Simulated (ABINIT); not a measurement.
**InAs: single point with PBE**

**Experimental background.**

From a printed reference work, data compilation, for a bulk crystal of InAs at 4.2 K: band gap 0.418 eV (direct).

InAs:

```
In As
1.0
     0.00000    3.01800    3.01800
     3.01800    0.00000    3.01800
     3.01800    3.01800    0.00000
In As
1 1
Cartesian
  0.0000 0.0000 0.0000
  4.5270 4.5270 4.5270
```

```
Program                                         : ABINIT 10.8.3 (patched build)
Task                                            : single point
Functional                                      : PBE
Potentials or basis                             : JTH PAW PBE v2.0
Cutoff                                          : 599 eV
k mesh                                          : 8 × 8 × 8
Occupations                                     : fermi-dirac, width 0.05 eV
Spin                                            : no spin polarisation
Fine-grid cutoff                                : 1197.3 eV
Exchange and correlation inside the PAW spheres : full angular mesh (pawxcdev 0, this build's default; the released program takes 1)
```

- Pressure: 4.3 GPa
- Band gap on the k mesh: none (metal or under the smearing width)
- Valence electrons inside the program's atomic spheres: In 11.22; As 12.68

Levels at points of the mesh, in eV from the Fermi level:
| k point | band 10 | band 11 | band 12 | band 13 | band 14 | band 15 | band 16 | band 17 | band 18 |
| --- | --- | --- | --- | --- | --- | --- | --- | --- | --- |
| (0.00, 0.00, 0.00) | -14.33 | -11.96 | -0.24 | -0.05 | -0.05 | -0.05 | 3.86 | 3.86 | 3.86 |
| (0.50, 0.00, 0.00) | -14.32 | -10.47 | -5.84 | -1.05 | -1.05 | 0.91 | 4.64 | 4.64 | 6.82 |
| (0.50, 0.50, 0.00) | -14.31 | -9.92 | -5.91 | -2.39 | -2.39 | 1.49 | 2.02 | 9.21 | 9.25 |

Run time: 26 s on 1 thread of Intel(R) Xeon(R) 6975P-C (Granite Rapids) (shared host), peak memory 0.14 GiB.

A measured gap of InAs is 0.418 eV (direct; 4.2 K; a printed reference work, data compilation); the calculated 0.00 eV misses it by -0.42 eV. Spin-orbit coupling on As, In is left out. The value is that of PBE on a finite k mesh, which can miss the band edges, without temperature or zero-point motion. Semilocal functionals fall short of measured gaps as a rule.

Caveat: this crystal is a semiconductor, whose small gap the functional closes, so the metal is an error of the method.
